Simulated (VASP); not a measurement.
# Tl (I4/mmm) in VASP: single point with PBEsol

Aim: the single point of Tl with PBEsol.

Program: VASP 6.6.1. These are calculated values, not measurements. Logs are shortened: lines on timing, memory, paths and dates and some standing lists are left out, and cuts for length are marked.

**1. The cell of the first run**

The structure is tetragonal, space group I4/mmm (No. 139). Conventional cell: a = 3.488 Å, b = 3.488 Å, c = 4.785 Å, α = 90.00°, β = 90.00°, γ = 90.00°. Tl (site symmetry 4/mmm) is surrounded by 12 Tl at 3.44 to 3.49 Å.

This isn't the form of Tl at room conditions, which is hcp.

**2. Single point, PBEsol (strain +0.000 along x and y, -0.030 along z, atoms carried along)**

Input file INCAR:

```
PREC = Accurate
ENCUT = 520
EDIFF = 1E-6
ISMEAR = 0
SIGMA = 0.15
LREAL = False
LASPH = True
NELM = 100
ALGO = Normal
ISIF = 2
LWAVE = False
LCHARG = False
GGA = PS
NBANDS = 12
```

Input file KPOINTS:

```
Automatic mesh
0
Gamma
  16 16 16
```

Input file POSCAR:

```
Tl
1.0
    0.0000000000      2.4663412330      2.3923509960
    2.4663412330      0.0000000000      2.3923509960
    2.4663412330      2.4663412330      0.0000000000
Tl
1
Direct
    0.0000000000      0.0000000000      0.0000000000
```

Potentials or basis: VASP PAW PBE potentials, release 64 (Tl_d).

Run with:

```bash
> cat potpaw_PBE.64/Tl_d/POTCAR > POTCAR
> mpirun -np 1 vasp_std > vasp.out
```

OUTCAR:

```text
PREC = Accurate
   ENCUT = 520
   EDIFF = 1E-6
   ISMEAR = 0
   LREAL = False
   LASPH = True
   NELM = 100
   ISIF = 2
   GGA = PS

 ion  position               nearest neighbor table
   1  0.000  0.000  0.000-

  LATTYP: Found a body centered tetragonal cell.
 ALAT       =     3.4879332211
 C/A-ratio  =     1.3717871555

  Lattice vectors:

 A1 = (   0.0000000000,  -2.4663412330,  -2.3923509960)
 A2 = (   0.0000000000,   2.4663412330,  -2.3923509960)
 A3 = (   2.4663412330,   0.0000000000,   2.3923509960)

Analysis of symmetry for initial positions (statically):
=====================================================================
 Subroutine PRICEL returns:
 Original cell was already a primitive cell.

 Routine SETGRP: Setting up the symmetry group for a
 body centered tetragonal supercell.

 Subroutine GETGRP returns: Found 16 space group operations
 (whereof 16 operations were pure point group operations)
 out of a pool of 16 trial point group operations.

The static configuration has the point symmetry D_4h.

Analysis of symmetry for dynamics (positions and initial velocities):
=====================================================================
 Subroutine PRICEL returns:
 Original cell was already a primitive cell.

 Routine SETGRP: Setting up the symmetry group for a
 body centered tetragonal supercell.

 Subroutine GETGRP returns: Found 16 space group operations
 (whereof 16 operations were pure point group operations)
 out of a pool of 16 trial point group operations.

The dynamic configuration has the point symmetry D_4h.

 Subroutine INISYM returns: Found 16 space group operations
 (whereof 16 operations are pure point group operations),
 and found     1 'primitive' translations

----------------------------------------------------------------------------------------

                                     Primitive cell

  volume of cell :      29.1046

  direct lattice vectors                    reciprocal lattice vectors
     0.000000000  2.466341233  2.392350996    -0.202729449  0.202729449  0.208999432
     2.466341233  0.000000000  2.392350996     0.202729449 -0.202729449  0.208999432
     2.466341233  2.466341233  0.000000000     0.202729449  0.202729449 -0.208999432

  length of vectors
     3.436012568  3.436012568  3.487933221     0.354794619  0.354794619  0.354794619

  position of ions in fractional coordinates (direct lattice)
     0.000000000  0.000000000  0.000000000

[... 78 lines left out ...]
   NSW    =      0    number of steps for IOM
   IBRION =     -1    ionic relax: 0-MD 1-quasi-New 2-CG
   NFREE  =      0    steps in history (QN), initial steepest desc. (CG)
   ISIF   =      2    stress and relaxation
   ISYM   =      2    0-nonsym 1-usesym 2-fastsym
   POTIM  = 0.5000    time-step for ionic-motion
   TEBEG  =    0.0;   TEEND  =   0.0 temperature during run
   PSTRESS=    0.0 pullay stress
   NELECT =      13.0000    total number of electrons
   NUPDOWN=      -1.0000    fix difference up-down
   EMIN   =  10.00;   EMAX   =-10.00  energy-range for DOS
   EFERMI =   0.00;   METHOD = LEGACY
   ISMEAR =     0;   SIGMA  =   0.15  broadening in eV -4-tet -1-fermi 0-gaus
   EFERMI_NEDOS =   21; number of points for ismear=-14 and -15
   IALGO  =     38    algorithm
   IMIX   =      4    mixing-type and parameters
     AMIX     =   0.40;   BMIX     =  1.00
     AMIX_MAG =   1.60;   BMIX_MAG =  1.00
  volume/ion in A,a.u.               =      29.10       196.41
  Fermi-wavevector in a.u.,A,eV,Ry     =   1.251417  2.364836 21.307345  1.566046
  Thomas-Fermi vector in A             =   2.385366
   LORBIT       =      0    0 simple, 1 ext, 2 COOP (PROOUT), +10 PAW based schemes
   GGA     = PS    functional components
   LHFCALC =     F    Hartree Fock is set to
   AEXX    =    0.0000 exact exchange contribution
   IVDW    =     0    specifies the selected vdW correction
   LEPSILON=     F    determine dielectric tensor
   LRPA    =     F    only Hartree local field effects (RPA)
 non-spin polarized calculation
 Gauss-broadening in eV      SIGMA  =   0.15
  energy-cutoff  :      520.00
  volume of cell :       29.10
 maximum number of plane-waves:       813
 NGX is ok and might be reduce to    28
   NGX = 13   NGY = 13   NGZ = 13

 number of electron      12.9999998 magnetization

 Free energy of the ion-electron system (eV)
  ---------------------------------------------------
  ext. energy  EPLUGINS =         0.00000000
  ---------------------------------------------------
  free energy    TOTEN  =        -2.61703789 eV

  energy without entropy =       -2.61022356  energy(sigma->0) =       -2.61363073

 E-fermi :   6.1517     XC(G=0): -10.2793

 val. band max:        6.1466958862   @ k =  -0.4375   0.1250   0.3750
 cond. band min:       6.1630324900   @ k =  -0.3125   0.4375   0.1875
 fundamental gap:      0.0163366038
 Fermi energy:         6.1516579903

 k-point     1 :       0.0000    0.0000    0.0000
  band No.  band energies     occupation
      1      -5.3395      2.00000
      2      -5.3395      2.00000
      3      -5.2784      2.00000
      4      -5.0819      2.00000
      5      -5.0237      2.00000
      6      -3.7472      2.00000
      7      16.2807      0.00000
      8      16.3588      0.00000
      9      16.3588      0.00000
     10      17.1163      0.00000
     11      20.2943      0.00000
     12      21.0887      0.00000
[... 331 lines left out ...]
 k-point    24 :      -0.0625    0.0625    0.0000
  band No.  band energies     occupation
      1      -5.3470      2.00000
      2      -5.3156      2.00000
      3      -5.2507      2.00000
      4      -5.0945      2.00000
      5      -5.0197      2.00000
      6      -3.5300      2.00000
      7      14.5187      0.00000
      8      15.1497      0.00000
      9      16.5056      0.00000
     10      17.2030      0.00000
     11      20.3357      0.00000
     12      21.1881      0.00000

 [... further k-points ...]
[... 5 lines left out ...]
  --------------------------------------------------------------------------------------
  -------------------------------------------------------------------------------------
  Total       -0.1941813     -0.1941813     -0.1495007      0.0000000      0.0000000      0.0000000
  in kB      -10.6894835    -10.6894835     -8.2298614      0.0000000      0.0000000      0.0000000
  external PRESSURE =      -9.8696095 kB  Pullay stress =       0.0000000 kB

 VOLUME and BASIS-vectors are now :
 -----------------------------------------------------------------------------
  energy-cutoff  :      520.00
  volume of cell :       29.10
      direct lattice vectors                 reciprocal lattice vectors
     0.000000000  2.466341233  2.392350996    -0.202729449  0.202729449  0.208999432
     2.466341233  0.000000000  2.392350996     0.202729449 -0.202729449  0.208999432
     2.466341233  2.466341233  0.000000000     0.202729449  0.202729449 -0.208999432

 POSITION                                       TOTAL-FORCE (eV/Angst)
 -----------------------------------------------------------------------------------
      0.00000      0.00000      0.00000         0.000000     -0.000000     -0.000000
 -----------------------------------------------------------------------------------
    total drift:                               -0.000000     -0.000000     -0.000000

  FREE ENERGIE OF THE ION-ELECTRON SYSTEM (eV)
  ---------------------------------------------------
  free  energy   TOTEN  =        -2.6170378901 eV

  energy  without entropy=       -2.6102235622  energy(sigma->0) =       -2.61363073
```

OSZICAR:

```text
N       E                     dE             d eps       ncg     rms          rms(c)
DAV:   1     0.508049005500E+02    0.50805E+02   -0.67122E+03  8888   0.938E+02
DAV:   2    -0.205438246416E+01   -0.52859E+02   -0.51805E+02  9460   0.212E+02
DAV:   3    -0.265112587396E+01   -0.59674E+00   -0.59622E+00 10124   0.206E+01
DAV:   4    -0.265375359950E+01   -0.26277E-02   -0.26276E-02  9892   0.158E+00
DAV:   5    -0.265378447574E+01   -0.30876E-04   -0.30877E-04 10192   0.166E-01    0.203E+00
DAV:   6    -0.262262625953E+01    0.31158E-01   -0.50905E-02  9564   0.212E+00    0.145E+00
DAV:   7    -0.261740638105E+01    0.52199E-02   -0.14935E-02  9736   0.113E+00    0.661E-01
DAV:   8    -0.261703692352E+01    0.36946E-03   -0.45313E-04  9836   0.214E-01    0.387E-02
DAV:   9    -0.261703789011E+01   -0.96659E-06   -0.34601E-06  9932   0.205E-02
   1 F= -.26170379E+01 E0= -.26136307E+01  d E =-.681433E-02
```

Run time: 2.1 min. Hardware: 1 thread of AMD EPYC 7R43 (Zen 3), shared host; peak memory 0.21 GiB.

Results:

| Item | Value |
| --- | --- |
| Free energy | -2.6170 eV |
| Pressure | -1.0 GPa |
| Band gap on the k mesh | none (metal or under the smearing width) |

Stress tensor (GPa, compression positive):
```
-1.07  0.00  0.00
 0.00 -1.07  0.00
 0.00  0.00 -0.82
```

Caveat: the PAW data sets were made with another functional, which shifts forces and pressure a little. The run has no spin-orbit coupling, so splittings on Tl are missing.
